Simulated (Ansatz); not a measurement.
A plane-wave DFT run in Ansatz 0.2.0 (scalar-relativistic PAW potentials unless the input names others): input and command.

```yaml
crystal:
  lattice:
    - [0.0, 1.813001, 1.813001]
    - [1.813001, 0.0, 1.813001]
    - [1.813001, 1.813001, 0.0]
  atoms:
    - { symbol: B, position: [0.0, 0.0, 0.0] }
    - { symbol: "N", position: [0.7738837542, 0.7420387486, 0.7420387486] }
basis:
  ecutwfc: 420
kpoints:
  mp_grid: { grid: [12, 12, 12] }
hamiltonian:
  xc: pbesol
scf:
  occupations: { method: gaussian, width: 0.05 }
  mixing: { algorithm: anderson, beta: 0.001, ndim: 1 }
  max_iter: 50
output:
  forces: true
  eigenvalues: true
  stress: true
```

```bash
ansatz run input.yaml --threads 1 --pin off --max-ram 2560MiB --backend cpu --events-out ev --progress --plain --runs-dir out
```

Abridged log:
```
Basis set: ecut = 420 eV, 259 PW (Γ), exchange–correlation on 36×36×36 points (8 copies of the dense FFT grid, shifted against one another)
Bands: 8, of which v1, the nominal top of the filled ones, is band 4 counted from 1 (3 counted from 0)
Symmetry: 6 space group operations
k-points: 189 of 1728 (time reversal used)
SCF iter   1: F=—  HF=-533.807488 eV  |F-HF|=—  |Δ(HF+E_count)|=         —  Δρ=8.76e-3  dr2=7.06e-3  ethr=1.77e-3  ⟨swp⟩=4.2  Hψ=9520  notcnv=0
SCF iter   2: F=—  HF=-533.807488 eV  |F-HF|=—  |Δ(HF+E_count)|=   5.53e-7  Δρ=8.73e-3  dr2=7.02e-3  ethr=8.83e-5  ⟨swp⟩=1.0  Hψ=3024  notcnv=0
SCF iter   3: F=—  HF=-533.807479 eV  |F-HF|=—  |Δ(HF+E_count)|=   9.18e-6  Δρ=8.71e-3  dr2=6.99e-3  ethr=8.77e-5  ⟨swp⟩=1.0  Hψ=1512  notcnv=0
SCF iter   4: F=—  HF=-533.807469 eV  |F-HF|=—  |Δ(HF+E_count)|=   1.02e-5  Δρ=8.70e-3  dr2=6.96e-3  ethr=8.74e-5  ⟨swp⟩=1.0  Hψ=1512  notcnv=0
SCF iter   5: F=—  HF=-533.807459 eV  |F-HF|=—  |Δ(HF+E_count)|=   9.68e-6  Δρ=8.68e-3  dr2=6.93e-3  ethr=8.70e-5  ⟨swp⟩=1.0  Hψ=1512  notcnv=0
SCF iter   6: F=—  HF=-533.807449 eV  |F-HF|=—  |Δ(HF+E_count)|=   1.00e-5  Δρ=8.66e-3  dr2=6.90e-3  ethr=8.66e-5  ⟨swp⟩=1.0  Hψ=1512  notcnv=0
SCF iter   7: F=—  HF=-533.807440 eV  |F-HF|=—  |Δ(HF+E_count)|=   9.90e-6  Δρ=8.64e-3  dr2=6.87e-3  ethr=8.62e-5  ⟨swp⟩=1.0  Hψ=1512  notcnv=0
SCF iter   8: F=—  HF=-533.807430 eV  |F-HF|=—  |Δ(HF+E_count)|=   9.80e-6  Δρ=8.62e-3  dr2=6.84e-3  ethr=8.59e-5  ⟨swp⟩=1.0  Hψ=1512  notcnv=0
   ...
SCF iter  28: F=—  HF=-533.807242 eV  |F-HF|=—  |Δ(HF+E_count)|=   9.00e-6  Δρ=8.24e-3  dr2=6.26e-3  ethr=7.85e-5  ⟨swp⟩=1.0  Hψ=1512  notcnv=0
SCF iter  29: F=—  HF=-533.807233 eV  |F-HF|=—  |Δ(HF+E_count)|=   8.98e-6  Δρ=8.22e-3  dr2=6.23e-3  ethr=7.82e-5  ⟨swp⟩=1.0  Hψ=1512  notcnv=0
SCF iter  30: F=—  HF=-533.807224 eV  |F-HF|=—  |Δ(HF+E_count)|=   8.92e-6  Δρ=8.21e-3  dr2=6.20e-3  ethr=7.78e-5  ⟨swp⟩=1.0  Hψ=1512  notcnv=0
SCF iter  31: F=—  HF=-533.807213 eV  |F-HF|=—  |Δ(HF+E_count)|=   1.13e-5  Δρ=8.19e-3  dr2=6.17e-3  ethr=1.25e-5  ⟨swp⟩=1.0  Hψ=3780  notcnv=0
Mixer restart at iter 31: flushing history
iteration 31: the SCF's residuals had fallen too slowly under its mixing. It goes on by minimising its free energy, and can end on another state than longer mixing would; under `scf.algorithm: density_mixing` no SCF does so, but by `scf.convergence.dm_fallback`
SCF iter  32: F=—  HF=-533.805388 eV  |F-HF|=—  |Δ(HF+E_count)|=   1.83e-3  Δρ=2.55e-3  dr2=4.72e-4  ethr=1.25e-5  ⟨swp⟩=2.9  Hψ=14636  notcnv=0
SCF iter  33: F=—  HF=-533.805211 eV  |F-HF|=—  |Δ(HF+E_count)|=   1.77e-4  Δρ=5.50e-5  dr2=3.05e-7  ethr=5.90e-6  ⟨swp⟩=3.0  Hψ=7372  notcnv=0
SCF iter  34: F=-533.805211 eV  HF=-533.805211 eV  |F-HF|=1.42e-9  |Δ(HF+E_count)|=   9.77e-8  Δρ=6.77e-6  dr2=2.58e-9  ethr=1.25e-9  ⟨swp⟩=2.0  Hψ=5300  notcnv=0
SCF iter  35: F=-533.805211 eV  HF=-533.805211 eV  |F-HF|=1.42e-9  |Δ(HF+E_count)|=  3.07e-12  Δρ=6.77e-6  dr2=2.58e-9  ethr=3.23e-11  ⟨swp⟩=1.2  Hψ=5329  notcnv=0
SCF 1 converged in 35 iterations: F = -533.805211 eV  dr2 = 2.58e-9
SCF converged after 35 iterations
Free energy (F): -533.805211 eV
Harris-Foulkes:  -533.805211 eV  (|F-HF|=1.42e-9)
Internal energy: -533.805211 eV  (E = F + TS)
E sigma→0 (E₀):  -533.805211 eV
Fermi energy:    13.358242 eV
--- Forces (eV/Å), atoms counted from 1 ---
  atom   1  B     -0.60220000     0.60220000     0.60220000
  atom   2  N      0.60219172    -0.60219172    -0.60219172
--- Stress (GPa, compression-positive) ---
       -5.645540       0.098332       0.098332
        0.098332      -5.645540      -0.098332
        0.098332      -0.098332      -5.645540
  P = ⅓ Tr σ = -5.6455 GPa (-56.455 kbar)
```

One setting here is unusual or wrong in general: mixing far too weak (scf.mixing: not typed → {"algorithm": "anderson", "beta": 0.001, "ndim": 1}). For this cell it did little harm to the result: the run converged in 35 SCF iterations (reference: 6) with an energy at zero smearing within 0.01 meV/atom of the reference's, pressure -5.65 GPa, largest force 1.043 eV/Å, gap on the mesh 3.78 eV. A reference run from the same start on usual settings converged with pressure -5.65 GPa, largest force 1.043 eV/Å, gap on the mesh 3.78 eV.

Time: 4 s on 1 thread of Intel(R) Xeon(R) 6975P-C (Granite Rapids), with other jobs on the host, peak memory 0.37 GiB.